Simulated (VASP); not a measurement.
Set up this calculation in VASP 6.6.1, as the native input.

| Quantity | Value |
| --- | --- |
| Task | relaxation of cell and atoms |
| Functional | r2SCAN |
| Potentials or basis | VASP PAW PBE potentials, release 64 (Si, Ni) |
| Cutoff | 600 eV |
| k mesh | 8 × 12 × 8 |
| Occupations | methfessel-paxton, width 0.1 eV |
| Spin | no spin polarisation |
| Further INCAR settings | ALGO = Normal; EDIFF = 1e-07; IBRION = 2; EDIFFG = -0.005; NSW = 90; ISIF = 3 |

The structure of SiNi lies in POSCAR:

```
SiNi                                    
1.0
    5.0932087600      0.0000000000      0.0000000000
    0.0000000000      3.3539026928      0.0000000000
    0.0000000000      0.0000000000      5.5704336952
  Si              Ni            
     4     4
Direct
     0.3209440539217444    0.7500000000000000    0.0839862857797990
     0.1790559460782557    0.2500000000000000    0.5839862857797991
     0.8209440539217443    0.7500000000000000    0.4160137142202009
     0.6790559460782557    0.2500000000000000    0.9160137142202009
     0.0080076464454278    0.2500000000000000    0.1892787185905997
     0.4919923535545722    0.7500000000000000    0.6892787185905996
     0.5080076464454275    0.2500000000000000    0.3107212814094004
     0.9919923535545725    0.7500000000000000    0.8107212814094004
```

These files were run (other wordings do the same):

INCAR

```
  PREC = Accurate
  ENCUT = 600
  EDIFF = 1E-7
  ISMEAR = 1
  SIGMA = 0.1
  LREAL = False
  LASPH = True
  NELM = 80
  ALGO = Normal
  ISIF = 3
  LWAVE = False
  LCHARG = False
  METAGGA = R2SCAN
  LMIXTAU = True
  IBRION = 2
  NSW = 90
  EDIFFG = -0.005
  KPAR = 4
```

KPOINTS

```
regular mesh
0
Gamma
  8 12 8
```

Potentials or basis: VASP PAW PBE potentials, release 64 (Si, Ni).

Run with:

```console
$ cat potpaw_PBE.64/Si/POTCAR potpaw_PBE.64/Ni/POTCAR > POTCAR
$ mpirun -np 4 vasp_std > vasp.out
```

Results of the run:

- Energy gained by relaxing: 0.0 meV/atom
- Ionic steps: 2
- Pressure after relaxing: 0.0 GPa
- Largest force after relaxing: 0.003 eV/Å
- Band gap on the k mesh: none (metal or under the smearing width)

Caveat: the PAW data sets were made with another functional, which shifts forces and pressure a little.

It took 13 min on 4 MPI ranks on Intel(R) Xeon(R) Platinum 8259CL CPU @ 2.50GHz (Skylake/Cascade Lake), on a shared host, peak memory 0.64 GiB a rank.
